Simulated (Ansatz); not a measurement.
Here is an Ansatz 0.2.0 calculation.

Contents of input.yaml:

```yaml
crystal:
  lattice:
    - [0.0, 1.813001, 1.813001]
    - [1.813001, 0.0, 1.813001]
    - [1.813001, 1.813001, 0.0]
  atoms:
    - { symbol: "N", position: [0.25, 0.25, 0.25] }
    - { symbol: B, position: [0.0, 0.0, 0.0] }
kpoints:
  mp_grid: { grid: [8, 8, 8] }
scf:
  occupations: { method: fermi_dirac, width: 0.03 }
hamiltonian:
  xc: pbe
  pseudopotentials: { kind: all_electron, lapw: { basis_error: 0.002 } }
output:
  forces: true
  stress: true
  eigenvalues: true
```

Potentials or basis: all-electron LAPW, scalar-relativistic.

Run with:

```console
$ ansatz run input.yaml --threads 1 --pin off --max-ram 3072MiB --backend cpu --events-out ev --progress --plain --runs-dir out
```

**Question.** Predict the pressure.

**Answer.** -0.4 GPa.

**Question.** Predict the band gap on the k mesh.

**Answer.** 4.46 eV, indirect (least direct gap 8.78 eV).

**Experimental background.**

A printed reference work, monograph reports, for a bulk crystal of BN at 300 K: band gap 6.4 eV (indirect).

A measured gap of BN is 6.4 eV (indirect; 300 K; a printed reference work, monograph); the calculated 4.46 eV misses it by -1.94 eV. The value is that of PBE on a finite k mesh, which can miss the band edges, without temperature or zero-point motion. Semilocal functionals fall short of measured gaps as a rule. The cell is a database's relaxed one, not the measured one, which moves gaps too.
